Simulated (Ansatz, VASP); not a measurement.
# Cross-check of SiC214 between VASP and Ansatz, part 2 of 2

One calculation is typed for both programs; each brings its own data sets. How far apart do they land? The cell is taken from a series of runs on this material, whose earlier steps may have relaxed, scaled, displaced or heated it; both programs get it as it stands.

VASP 6.6.1 and Ansatz 0.2.0.

So far: The structure; Ansatz: single point, PBE.

**3. VASP: single point, PBE**

Level of this step: PBE, spin-polarised from a ferromagnetic start; plane waves and PAW (C, Si) (VASP).

The same cell, functional, mesh and smearing now go to VASP, with its own data sets.

Lines of VASP's logs that name or quote its potential files are left out, and so is its time.

The input, INCAR:

```
SYSTEM = SiC214
PREC = Accurate
ENCUT = 520
EDIFF = 1E-06
NELM = 200
ISMEAR = -1
SIGMA = 0.01
LREAL = Auto
ALGO = Normal
GGA = PE
NBANDS = 580
ISPIN = 2
MAGMOM = 0 0 0 0 0 0 0 0 0 0 0 0.01 0 0 0 0 0 0 0 0 0 0 0 0 0 0 0 0 0 0 0 0.01 0 0 0.01 0 0 0 0.01 0.01 0 0 0 0.01 0 0 0 0 0 0 0 0 0 0 0 0 0 0 0 0 0 0 0.01 0 0 0 0.01 0 0 0 0 0 0 0 0 0 0 0 0 0.01 0 0.01 0 0 0 0.01 0 0.01 0 0 0 0.01 0 0 0 0 0 0 0 0 0 0 0 0 0.1 0.01 0.01 0.1 0.1 0.1 0 0.1 0.1 0 0 0.01 0.01 0 0 0 0 0 0.01 0 0 0 0.01 0 0 0 0 0 0 0 0.01 0 0.01 0 0 0 0.01 0 0 0 0 0 0 0 0 0 0 0 0 0 0 0.01 0 0 0 0.01 0 0 0 0 0 0 0 0 0 0 0.01 0 0 0 0.01 0 0 0 0 0 0 0 0.01 0.01 0 0 0 0.01 0 0 0 0 0 0 0 0 0 0 0 0 0 0 0.01 0 0 0 0 0 0 0 0 0 0 0 0.02
LORBIT = 11
LWAVE = .FALSE.
LCHARG = .FALSE.
ISIF = 2
NUPDOWN = 2
LASPH = .TRUE.
GGA_COMPAT = .FALSE.
```

The input, POSCAR:

```
SiC214
1.0
   10.7147452663      0.0000000000      0.0000000000
    0.0000000000     10.7147452663      0.0000000000
    0.0000000000      0.0000000000     10.7147452663
C Si
214 1
Direct
    0.9999231998      0.9999231998      0.1664350363
    0.0005370861      0.1668582367      0.9994629139
[... 13 atom lines left out ...]
    0.2531571417      0.2531571417      0.5805453396
[... 19 atom lines left out ...]
    0.1664451338      0.5006593335      0.4993406665
    0.0837809659      0.4171463495      0.5828536505
[... 1 atom line left out ...]
    0.2474684861      0.4158639347      0.4129301168
    0.2474684861      0.5870698832      0.5841360653
[... 2 atom lines left out ...]
    0.1692636350      0.3353388313      0.6646611687
[... 3 atom lines left out ...]
    0.2531571417      0.4194546604      0.7468428583
[... 36 atom lines left out ...]
    0.5006593335      0.1664451338      0.4993406665
    0.4171463495      0.0837809659      0.5828536505
    0.4158639347      0.2474684861      0.4129301168
[... 1 atom line left out ...]
    0.5870698832      0.2474684861      0.5841360653
[... 1 atom line left out ...]
    0.3353388313      0.1692636350      0.6646611687
[... 3 atom lines left out ...]
    0.4194546604      0.2531571417      0.7468428583
[... 5 atom lines left out ...]
    0.4995208026      0.4995208026      0.1671135418
    0.4160076239      0.4160076239      0.2497776000
[... 2 atom lines left out ...]
    0.5813286145      0.5813286145      0.2525960240
    0.3330783788      0.3330783788      0.4896779858
    0.3295962294      0.5008030202      0.3308008503
    0.5008030202      0.3295962294      0.3308008503
    0.4063453966      0.5835880694      0.4164119306
    0.5835880694      0.4063453966      0.4164119306
    0.5835880694      0.5835880694      0.5936546034
    0.3353388313      0.3353388313      0.8307363650
    0.3330783788      0.5103220142      0.6669216212
    0.5103220142      0.3330783788      0.6669216212
    0.5006593335      0.5006593335      0.8335548662
    0.4171463495      0.4171463495      0.9162190341
    0.4158639347      0.5870698832      0.7525315139
    0.5870698832      0.4158639347      0.7525315139
[... 9 atom lines left out ...]
    0.3295962294      0.6691991497      0.4991969798
[... 1 atom line left out ...]
    0.4972123976      0.6635105860      0.3364894140
    0.4995208026      0.8328864582      0.5004791974
    0.4160076239      0.7502224000      0.5839923761
[... 1 atom line left out ...]
    0.5813286145      0.7474039760      0.4186713855
[... 1 atom line left out ...]
    0.3333429593      0.6689782534      0.8351578682
[... 1 atom line left out ...]
    0.5008030202      0.6691991497      0.6704037706
[... 37 atom lines left out ...]
    0.6691991497      0.3295962294      0.4991969798
    0.6635105860      0.4972123976      0.3364894140
[... 1 atom line left out ...]
    0.8328864582      0.4995208026      0.5004791974
    0.7502224000      0.4160076239      0.5839923761
    0.7474039760      0.5813286145      0.4186713855
[... 2 atom lines left out ...]
    0.6689782534      0.3333429593      0.8351578682
    0.6691991497      0.5008030202      0.6704037706
[... 14 atom lines left out ...]
    0.6635105860      0.6635105860      0.5027876024
[... 15 atom lines left out ...]
    0.4583430964      0.4583430964      0.5416569036
```

The input, KPOINTS:

```
Automatic mesh
0
Gamma
1 1 1
0 0 0
```

Potentials, in the order of the species: C and Si (PBE family, release 64).

Started as:

```console
> export OMP_NUM_THREADS=4
> mpirun -np 1 vasp_gam
```

Numbers of over 12 decimals in the logs are rounded to 6 here.

What it wrote:

```text
[banner, memory and clock lines left out]
running    1 mpi-ranks, on    1 nodes
[...]
Offloading initialized ...    1 GPUs detected
[...]
LDA part: xc-table for (Slater+PW92), standard interpolation
 POSCAR, INCAR and KPOINTS ok, starting setup
[...]
entering main loop
       N       E                     dE             d eps       ncg     rms          rms(c)
DAV:   1     0.611831896590E+04    0.61183E+04   -0.52291E+05  2328   0.154E+03
DAV:   2    -0.141526818475E+04   -0.75336E+04   -0.70565E+04  3032   0.353E+02
DAV:   3    -0.199790043092E+04   -0.58263E+03   -0.57591E+03  2912   0.932E+01
DAV:   4    -0.201201742334E+04   -0.14117E+02   -0.14050E+02  2912   0.157E+01
[...]
DAV:  14    -0.194421542180E+04   -0.59228E-04   -0.41439E-05  2784   0.112E-02    0.155E-02
DAV:  15    -0.194421542801E+04   -0.62160E-05   -0.10421E-05  2800   0.503E-03    0.280E-03
DAV:  16    -0.194421542812E+04   -0.11106E-06   -0.45610E-07  1832   0.101E-03
   1 F= -.19442154E+04 E0= -.19442154E+04  d E =-.180809E-11  mag=     2.0000
```

Parts of OUTCAR (step 3):

```text
 magnetization (x)
# of ion       s       p       d       tot
------------------------------------------
    1        0.000   0.002   0.000   0.003
    2        0.000   0.002   0.000   0.002
    3        0.000   0.002   0.000   0.002
    4        0.000   0.003   0.000   0.003
    5        0.000   0.002   0.000   0.002
    6        0.000   0.001   0.000   0.001
[...]
213        0.000   0.003   0.000   0.003
  214        0.000   0.002   0.000   0.003
  215       -0.009  -0.020   0.000  -0.028
--------------------------------------------------
tot          0.092   1.272   0.000   1.364
```

The run ends at a pressure of 1.88 GPa, with forces up to 0.47 eV/Å.

**4. Differences**

Known differences besides the potentials themselves: VASP starts from the moments at which Ansatz ended; the cutoff is 420 eV in Ansatz and 520 eV in VASP (PREC = Accurate, projectors in real space); site moments are counted in spheres of each program's own size. Total energies have different zeros and are not compared.

Compared:

| quantity | Ansatz | VASP | difference |
| --- | --- | --- | --- |
| total moment, fixed by the input (μB) | 2.00 | 2.00 | 0.00 |
| moment on C105 (μB) | 0.10 | 0.12 | -0.03 |
| moment on C113 (μB) | 0.10 | 0.12 | -0.03 |
| moment on C109 (μB) | 0.10 | 0.12 | -0.03 |
| moment on C110 (μB) | 0.10 | 0.12 | -0.03 |
| moment on C108 (μB) | 0.10 | 0.12 | -0.03 |
| moment on C112 (μB) | 0.10 | 0.12 | -0.03 |

Forces on 7 of the 215 atoms, those with the largest forces and the largest differences (eV/Å; atoms numbered as in POSCAR):

| atom | Ansatz x, y, z | VASP x, y, z |
| --- | --- | --- |
| C40 | 0.173, 0.035, -0.412 | 0.161, 0.033, -0.427 |
| C105 | -0.338, -0.338, 0.024 | -0.331, -0.331, 0.042 |
| C108 | 0.024, 0.338, -0.338 | 0.040, 0.327, -0.327 |
| C109 | 0.338, 0.024, -0.338 | 0.327, 0.040, -0.327 |
| C110 | 0.338, 0.338, -0.024 | 0.327, 0.327, -0.040 |
| C112 | -0.338, -0.024, 0.338 | -0.331, -0.042, 0.331 |
| C113 | -0.024, -0.338, 0.338 | -0.042, -0.331, 0.331 |

The forces differ by 5.3 meV/Å r.m.s., which is 3.8 % of the r.m.s. force of 0.139 eV/Å (both taken over all components).

**5. Results**

```
r.m.s. force difference (single point, PBE) : 5.3 meV/Å
```

What this shows: The r.m.s. force difference is 5.3 meV/Å (single point, PBE), within the 12 meV/Å picked in this series as the mark of a large difference. How closely two codes agree says nothing of how well the functional describes the real material.

[Lines on the potential files, build, host, timing and source positions are cut from VASP's logs without a mark.]

[Logs are printed without paths, hosts, clocks, repeated set-up lines and the standing remarks that a program may print on its own settings, such as how far it seeks lower states.]

[Hosts, paths, dates, database ids (printed as entryN), source tags and the programs' standing remarks are cut or masked in the printed files.]
